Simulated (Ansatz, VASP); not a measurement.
**InPd in VASP and in Ansatz**

Contents of INCAR:

```
PREC = Accurate
ENCUT = 520
EDIFF = 1E-7
ISMEAR = 0
SIGMA = 0.15
LREAL = F
LASPH = T
NELM = 100
ALGO = Fast
ISIF = 2
LWAVE = F
LCHARG = T
GGA = PE
LELF = T
LVHAR = T
NBANDS = 18
```

The input KPOINTS:

```
regular mesh
0
Gamma
  14 14 14
```

The input POSCAR:

```
InPd
1.0
    3.3052635960      0.0000000000      0.0000000000
    0.0000000000      3.3052635960      0.0000000000
    0.0000000000      0.0000000000      3.3052635960
In Pd
1 1
Direct
   -0.0269202079     -0.0107680832      0.0000000000
    0.5290445821      0.5116178329      0.5000000000
```

Input for Ansatz:

```yaml
crystal:
  lattice:
    - [3.305263596, 0.0, 0.0]
    - [0.0, 3.305263596, 0.0]
    - [0.0, 0.0, 3.305263596]
  atoms:
    - { symbol: In, position: [-0.0269202079, -0.0107680832, 0.0] }
    - { symbol: Pd, position: [0.5290445821, 0.5116178329, 0.5] }
basis:
  ecutwfc: 420
kpoints:
  mp_grid: { grid: [14, 14, 14] }
hamiltonian:
  xc: pbe
scf:
  occupations: { method: gaussian, width: 0.15 }
output:
  forces: true
  stress: true
  eigenvalues: true
```

Change from the starting cell: mode 4 frozen in at -0.096 Å and mode 5 at -0.038 Å (largest displacements).

Alike in both runs: task single point; functional PBE; k mesh 14 × 14 × 14; occupations gaussian, width 0.15 eV; no spin polarisation.

|  | VASP | Ansatz |
| --- | --- | --- |
| version | VASP 6.6.1 | Ansatz 0.2.0 |
| potentials or method | VASP PAW PBE potentials, release 64 (In_d, Pd) | scalar-relativistic, plane waves, PAW |
| plane-wave cutoff (eV) | 520 | 420 |
| valence electrons in the cell | 23 | 31 |

Ansatz gave:

| Item | Value |
| --- | --- |
| gap on the k mesh at the Fermi level (eV) | none |
| pressure (GPa) | 1.7 |
| largest component of the traceless stress (GPa) | 1.20 |
| rms of the force components (eV/Å) | 0.423 |

Task: Which values does VASP return?

Result: gap on the k mesh at the Fermi level (eV): none; pressure (GPa): 1.7; largest component of the traceless stress (GPa): 1.21; rms of the force components (eV/Å): 0.428.

Atom by atom the forces differ by 0.005 eV/Å (rms over components). A gap of «none» marks a metal or a gap that the smearing closes. The functional is the same, so the differences come from potentials, cutoffs and numerics. The two sets of potentials don't hold the same shells in valence.
